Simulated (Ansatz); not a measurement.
**How an unstable Nb3N structure lowers its energy**

All numbers below come from DFT PBE, scalar-relativistic, plane waves, PAW in Ansatz. All cells share a 420 eV cutoff and Γ-centred k meshes spaced at most 0.3 Å⁻¹ (0.19 for metals, 2π included).

The start was the Cu3Au (L1_2) type (Pm-3m, No. 221), relaxed within its symmetry. A cell of 8 atoms (2 times the primitive one) was then disturbed at random, relaxed without symmetry and relaxed once more on a fine mesh. The k mesh leaves about 4 meV/atom of noise in metals.

Before:

```cif
data_structure
_symmetry_space_group_name_H-M 'Pm-3m'
_symmetry_Int_Tables_number 221
_cell_length_a 3.8983
_cell_length_b 3.8983
_cell_length_c 3.8983
_cell_angle_alpha 90.000
_cell_angle_beta 90.000
_cell_angle_gamma 90.000
_cell_volume 59.24
loop_
_atom_site_label
_atom_site_type_symbol
_atom_site_symmetry_multiplicity
_atom_site_Wyckoff_symbol
_atom_site_fract_x
_atom_site_fract_y
_atom_site_fract_z
_atom_site_occupancy
Nb1 Nb 3 c 0.00000 0.50000 0.50000 1
N1 N 1 a 0.00000 0.00000 0.00000 1
```

After:

```
Nb N
1.0
     4.20306    0.00000    0.00000
     0.00000    4.29427    0.00000
    -0.04401    0.00000    7.66579
Nb N
6 2
Direct
  0.56408 0.50000 0.96344
  0.55223 0.50000 0.47336
  0.06840 0.50000 0.19976
  0.06786 0.50000 0.74117
  0.55986 0.00000 0.21034
  0.54626 0.00000 0.73554
  0.58047 0.00000 0.47920
  0.06084 0.00000 0.19719
```

Problem. Is this a distortion of the same structure or a reconstruction, and what lowers the energy?

Solution. A reconstruction, from Pm-3m (No. 221) to Pm (No. 6). N–Nb bonds form, at 1.97 Å where the closest pair was 2.76 Å apart.

Problem. What does it gain?

Solution. 659 meV/atom, with the volume going from 14.81 to 17.30 Å³/atom. Against the elements the energy goes from 0.76 to 0.10 eV/atom, so the compound stays hypothetical.

Cost: 4 runs of about 16 core-minutes in all, on Intel Xeon 6975P-C (Granite Rapids) (shared hosts).